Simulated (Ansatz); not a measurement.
# C: the cost of one run

Program: Ansatz 0.2.0. Level of theory: DFT PBEsol+D3(BJ), scalar-relativistic, plane waves, PAW. These are calculated values, not measurements.

15 further runs of the same task are left out: 15 set aside as unsound or not needed.

## (1) Starting point

Symmetry: P-3m1, No. 164, trigonal system. Conventional cell: a = 2.458 Å, b = 2.458 Å, c = 24.082 Å, α = 90.00°, β = 90.00°, γ = 120.00°. Around C (site symmetry 3m) lie 3 C at 1.42 Å.

As a file:

```cif
data_structure
_symmetry_space_group_name_H-M 'P-3m1'
_symmetry_Int_Tables_number 164
_cell_length_a 2.4583
_cell_length_b 2.4583
_cell_length_c 24.0818
_cell_angle_alpha 90.000
_cell_angle_beta 90.000
_cell_angle_gamma 120.000
_cell_volume 126.04
loop_
_atom_site_label
_atom_site_type_symbol
_atom_site_symmetry_multiplicity
_atom_site_Wyckoff_symbol
_atom_site_fract_x
_atom_site_fract_y
_atom_site_fract_z
_atom_site_occupancy
C1 C 2 c 0.00000 0.00000 0.56925 1
C2 C 2 d 0.33333 0.66667 0.43073 1
```

It goes back to an entry of the Materials Project, which need not be the stable form.

This cell was relaxed beforehand with the same method: volume 31.51 Å³/atom, gap on the mesh none (metal).

## (2) The scan

The energy is mapped over the lattice constants a and c of the conventional cell.

- lattice constant a (and b): 7 values from 2.385 to 2.532 Å
- lattice constant c: 7 values from 21.91 to 26.25 Å

Nothing else is relaxed (fractional coordinates fixed). Energies count from the relaxed crystal. Points are written as (first, second).

## (3) Point (2.385 Å, 23.36 Å)

The input, input.yaml:

```yaml
crystal:
  lattice:
    - [2.3846, 0.0, 0.0]
    - [-1.1923, 2.0651241779, 0.0]
    - [0.0, 0.0, 23.3593]
  atoms:
    - { symbol: C, position: [0.0, 0.0, 0.5692472725] }
    - { symbol: C, position: [0.0, 0.0, 0.4307527275] }
    - { symbol: C, position: [0.3333333333, 0.6666666667, 0.4307319445] }
    - { symbol: C, position: [0.6666666667, 0.3333333333, 0.5692680555] }
basis:
  ecutwfc: 520.0
kpoints:
  mp_grid: { grid: [18, 18, 2] }
hamiltonian:
  xc: pbesol
  pseudopotentials: { kind: paw, azcp: { folder: soft_1 } }
  dispersion: d3bj
scf:
  occupations: { method: gaussian, width: 0.15 }
output:
  forces: true
  stress: true
  eigenvalues: true
```

Run with:

```
$ ansatz run input.yaml --threads 2 --pin off --max-ram 4096MiB --backend cpu --events-out ev --progress --plain --runs-dir out
```

What time and memory should one allow on 2 threads of Arm Neoverse N1, shared host?

About 9.3 s, with a peak of 0.42 GiB.
